The pressure of aluminium breaks the simple rule that a higher plane-wave cutoff gives a smaller error, and it does so in the two loosest rows, 217.691 and 272.114 eV. Both lie closer to the final pressure than the row at 326.537 eV, although their energies are much worse. The likely cause is a cancellation between two effects of an incomplete basis, one that pushes the pressure up and one that pulls it down. As the cutoff rises, the upward push fades first, and the pressure moves away from its final value before it returns.

JDFTx 1.7.0 (patched build), PBE with PseudoDojo 0.5 stringent scalar-relativistic pseudopotentials, for fcc aluminium in a fixed one-atom cell. The sweep value is the plane-wave cutoff in eV, and energies are free energies counted from the tightest cutoff. All rows use an 11×11×11 k mesh and Fermi-Dirac smearing of 0.05 eV.

| sweep value | energy less tightest (meV/atom) | pressure (GPa) |
| --- | --- | --- |
| 217.691 | 81.42 | -0.304 |
| 272.114 | 49.89 | -1.033 |
| 326.537 | 24.64 | -1.256 |
| 380.959 | 12.24 | -1.138 |
| 435.382 | 3.29 | -0.841 |
| 489.805 | 0.68 | -0.699 |
| 544.228 | 0.23 | -0.658 |
| 625.862 | 0.13 | -0.660 |
| 734.707 | 0.00 | -0.662 |

### Where the pattern breaks

The energy behaves as it should. A higher cutoff adds shorter waves to the basis, the electrons use them to lower their energy, and the energy falls in every row. The last two steps, each about 0.1 meV per atom, are too small to carry a meaning, and the tightest row is a reference close to the limit, not the limit itself.

The pressure takes a different course. Measured from the tightest row, its error is +0.36 GPa at the lowest cutoff, −0.37 GPa at the next and −0.59 GPa at 326.537 eV. Only from there on does it shrink from row to row. Somewhere between the first two rows the error passes through zero, where the energy is still wrong by about 66 meV per atom.

### Two effects with opposite signs

The downward pull is known as Pulay stress. A pressure is the response of the energy to a small change of volume, and it is taken here to be evaluated with the set of plane waves held. When the cell is stretched, every wave in this set becomes longer, so the same set describes fine detail less well. The energy therefore rises on stretching for a reason that has nothing to do with bonding, and the cell seems to resist expansion. The pressure comes out too low, most of all where the energy still depends steeply on the cutoff.

The upward push comes from the energy error itself. Short waves are needed mainly near the atomic cores, where the potential changes quickly. The three valence electrons of aluminium are spread through the whole cell, and in a larger cell they spend a smaller part of their time near a core. At a fixed cutoff the error per atom is then smaller in a larger cell, which favours expansion and raises the pressure.

The strength of this push follows from the theory of nearly free electrons. The atomic potential mixes a spread-out electron with short waves, and each wave that is left out costs an energy proportional to the square of its coupling. The coupling goes as 1/V, where V is the volume per atom, so its square goes as 1/V². The number of waves in a given energy range grows as V. The product is an error per atom that goes as 1/V.

### A model without adjustable constants

Let ΔE be the energy error per atom and E_c the cutoff. For a held set of waves, E_c goes as V to the power −2/3, because the energy of a wave goes as the inverse square of its length. With the 1/V law for ΔE, the error of the pressure becomes

Δp ≈ (1/V) · [ΔE + (2/3) · dΔE/d ln E_c].

The first term in the bracket is the push, and the second, which is negative, is the Pulay pull. They balance when the energy error falls as the cutoff to the power −3/2. If the error falls more steeply than that, the pressure is too low.

This explains the order of events along the series. At low cutoff the energy error is large but falls gently, so the two terms are of similar size. Further on it falls steeply: between 435.382 and 489.805 eV the cutoff rises by only an eighth, yet the energy error drops to about a fifth. There the Pulay term dominates. At the highest cutoffs both the error and its slope are small, and the pressure settles.

The interval between the two loosest rows shows the balance in numbers. The energy falls by 81.42 − 49.89 = 31.53 meV per atom, while the logarithm of the cutoff rises by ln(272.114/217.691) = 0.223. For this cell, 1 meV per atom divided by the volume per atom is 0.00965 GPa.

- Pulay term: −(2/3) × 0.00965 × 31.53 / 0.223 ≈ −0.91 GPa
- 1/V term, with the mean energy error of 65.66 meV: 0.00965 × 65.66 ≈ +0.63 GPa
- Sum: about −0.28 GPa

The pressure error computed for this interval, as the mean of its two ends, is −0.01 GPa. The Pulay term alone would thus be wrong by 0.9 GPa, and the second term removes about two thirds of that failure. The model gets much of the cancellation but not its full extent. Its sum stays negative in every interval, and an average over an interval cannot show the sign at the loosest row itself. One possible reason for the remaining miss is that the theory assumes weak mixing with the waves left out, which is doubtful when the basis is this small.

### How far the model holds

The same comparison was made for all eight intervals between neighbouring cutoffs, with no constant adjusted to any of them; the printed output after this text lists the results. The typical (root-mean-square) miss falls from 0.35 GPa with the Pulay term alone to 0.12 GPa with both terms. Most of this gain comes from the two loosest intervals, which are also the ones that contain the break. The slopes and the pressures come from the calculation, but the 1/V law is an argument from theory, since the cell was computed at a single volume.

One interval goes against the model. Between 326.537 and 380.959 eV the Pulay term alone agrees with the computed pressure, and the second term spoils the agreement by 0.2 GPa. The full model would fit if the energy fell by about 5 meV per atom more in this interval than it does. These data do not settle the reason. The 1/V term may simply be too large here, or a change of the grid that stores the density may have shifted the energy.

### What this means for choosing a cutoff

A pressure close to its final value is no evidence of a sufficient basis. In this series the row at 217.691 eV has a smaller pressure error than the row at 380.959 eV, although its energy error is more than six times as large. The safer test is to raise the cutoff further and see whether energy and pressure both stay put. The final pressure of −0.66 GPa is not a sign of poor convergence with cutoff: it belongs to this fixed cell, which would contract slightly if it were released. How much of it depends on the k mesh was not tested.

Whether energy and pressure ask for different cutoffs depends on the bounds that are set. At 435.382 eV the energy is within 10 meV per atom of the tightest row, but the pressure is still too low by 0.18 GPa. At 489.805 eV the energy is within 1 meV per atom and the pressure within 0.1 GPa. A bound of 10 meV per atom on the energy is therefore too loose for a cell relaxation that needs the pressure to 0.1 GPa, while a bound of 1 meV per atom leads to the same cutoff as the pressure does.

In a cell relaxation, the pressure error turns into a wrong density. The bulk modulus of aluminium is roughly 80 GPa, a rounded textbook size. An error of −0.59 GPa, the worst in the series, would then make a relaxed cell too small by about 0.7 per cent in volume. That is minor for many purposes, but it matters where thermal expansion or the misfit between two lattices is of the same size.

A neighbouring series for a metal with compact d electrons, such as copper, should look different by the same reasoning. Most of its basis error would sit in shells that hardly notice the size of the cell, so the upward push would be weak compared with the Pulay pull. The pressure should then be too low from the loosest cutoff onwards, with less of the cancellation seen in aluminium.

Numerical output:

```
Errors against the tightest cutoff:
      row  pressure error in GPa  energy error left from the row before in percent
  217.691                  0.358                                               n/a
  272.114                 -0.371                                             61.27
  326.537                 -0.594                                             49.39
  380.959                 -0.476                                             49.68
  435.382                 -0.179                                             26.88
  489.805                 -0.037                                             20.67
  544.228                  0.004                                             33.82
  625.862                  0.002                                             56.52
  734.707                      0                                                 0
Mean pressure error in each interval in GPa (row is the upper end):
      row  lower end in eV  mean energy error in meV  computed  Pulay term   1/V term        sum  Pulay less computed  sum less computed
  272.114            217.7                     65.66   -0.0065     -0.9092     0.6337    -0.2755              -0.9027             -0.269
  326.537            272.1                     37.27   -0.4825     -0.8911     0.3597    -0.5314              -0.4086           -0.04894
  380.959            326.5                     18.44    -0.535     -0.5176      0.178    -0.3396               0.0174             0.1954
  435.382              381                     7.765   -0.3275     -0.4313    0.07495    -0.3563              -0.1038           -0.02882
  489.805            435.4                     1.985    -0.108     -0.1426    0.01916    -0.1234             -0.03458           -0.01542
  544.228            489.8                     0.455   -0.0165    -0.02748   0.004392   -0.02309             -0.01098           -0.00659
  625.862            544.2                      0.18     0.003   -0.004604   0.001737  -0.002867            -0.007604          -0.005867
  734.707            625.9                     0.065     0.001   -0.005217  0.0006274  -0.004589            -0.006217          -0.005589
rms miss of the Pulay term alone, all intervals, in GPa: 0.3525
rms miss of the sum of both terms, all intervals, in GPa: 0.1194
energy equivalent of the miss of the sum between 326.537 and 380.959 eV, in meV per atom: 4.681
one meV per atom divided by the volume per atom, in GPa: 0.009652
```
